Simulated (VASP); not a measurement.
A run of VASP 6.6.1 is set up as follows.

Contents of INCAR:

```
PREC = Accurate
ENCUT = 580
EDIFF = 1E-7
ISMEAR = 0
SIGMA = 0.02
LREAL = False
LASPH = True
NELM = 80
ALGO = Normal
ISIF = 3
LWAVE = False
LCHARG = False
GGA = PS
IBRION = 2
NSW = 90
EDIFFG = -0.005
```

File KPOINTS:

```
Automatic mesh
0
Gamma
  9 9 6
```

Contents of POSCAR:

```
AlN
1.0
    3.1285881400      0.0000000000      0.0000000000
   -1.5642940700      2.7094368000      0.0000000000
    0.0000000000      0.0000000000      5.0169550000
Al N
2 2
Direct
    0.6666666700      0.3333333300      0.4992870000
    0.3333333300      0.6666666700      0.9992870000
    0.6666666700      0.3333333300      0.8807130000
    0.3333333300      0.6666666700      0.3807130000
```

Potentials or basis: VASP PAW PBE potentials, release 64 (Al, N).

Launch:

```sh
$ cat potpaw_PBE.64/Al/POTCAR potpaw_PBE.64/N/POTCAR > POTCAR
$ mpirun -np 1 vasp_std > vasp.out
```

Q: What does it give for the band gap on the k mesh?

A: 4.12 eV, direct.

Q: Predict the space group after relaxing (to 0.05 Å).

A: P6_3mc (No. 186).

Q: Estimate the relaxed volume.

A: 10.45 Å³/atom.

Q: Predict the relaxed cell.

A: a = 3.113 Å, b = 3.113 Å, c = 4.982 Å, α = 90.00°, β = 90.00°, γ = 120.00°.

The path:
```tsv
step	energy change (eV)	largest force (eV/Å)	pressure (GPa)	volume (Å³)
1	0.0000	0.0063	-3.26	42.53
2	-0.0015	0.0172	3.07	41.21
3	-0.0073	0.0117	0.01	41.82
4	-0.0074	0.0099	0.00	41.82
5	-0.0074	0.0083	0.00	41.82
6	-0.0074	0.0073	0.00	41.82
7	-0.0074	0.0003	0.00	41.82
```

Caveat: the PAW data sets were made with another functional, which shifts forces and pressure a little; an odd mesh through Γ misses points on the zone boundary, where band edges often lie.
